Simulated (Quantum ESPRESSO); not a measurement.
**CaO under changes of volume**

One of the cells (13.886 Å³/atom); the others are scaled copies at fixed shape and fractional positions:

```
Ca O
1.0
     0.00000    2.40356    2.40356
     2.40356    0.00000    2.40356
     2.40356    2.40356    0.00000
Ca O
1 1
Direct
  0.00000 0.00000 0.00000
  0.50000 0.50000 0.50000
```

The cell is a database's computed one.

- Program: Quantum ESPRESSO 7.5
- Functional: LDA
- Potentials or basis: PseudoDojo 0.4.1 SR LDA standard
- Cutoff: 1143 eV
- Density cutoff: 4572 eV
- k mesh: 10 × 10 × 10
- Occupations: fermi-dirac, width 0.05 eV
- Spin: no spin polarisation

```csv
volume (Å³/atom),energy over the lowest point (meV/atom),pressure (GPa),gap on the mesh (eV)
13.052,0.00,-0.4,3.46
13.330,2.95,-3.0,3.47
13.608,10.08,-5.3,3.48
13.886,?,?,?
14.163,35.16,-9.1,3.50
14.441,52.33,-10.7,3.50
14.719,72.14,-12.2,3.51
```

Task: What does the run at 13.886 Å³/atom give?

Result: Energy over the lowest point 20.95 meV/atom; pressure -7.3 GPa; gap on the mesh 3.49 eV.

Worked out: A Birch-Murnaghan fit of order 3 (a polynomial in V^(-2/3)) to the other rows has its minimum at 13.01 Å³/atom, just outside them, with B0 = V·E''(V) = 130 GPa and B' = 4.5. It gives 20.99 meV/atom at 13.886 Å³/atom, against the run's 20.95, and -dE/dV = -7.3 GPa, against -7.3. A straight line through the other rows of the gap, of slope 0.411 eV per unit of ln V, gives 3.49 eV, against the run's 3.49.

Energies are extrapolated to zero smearing.

A mesh can miss the band edges.
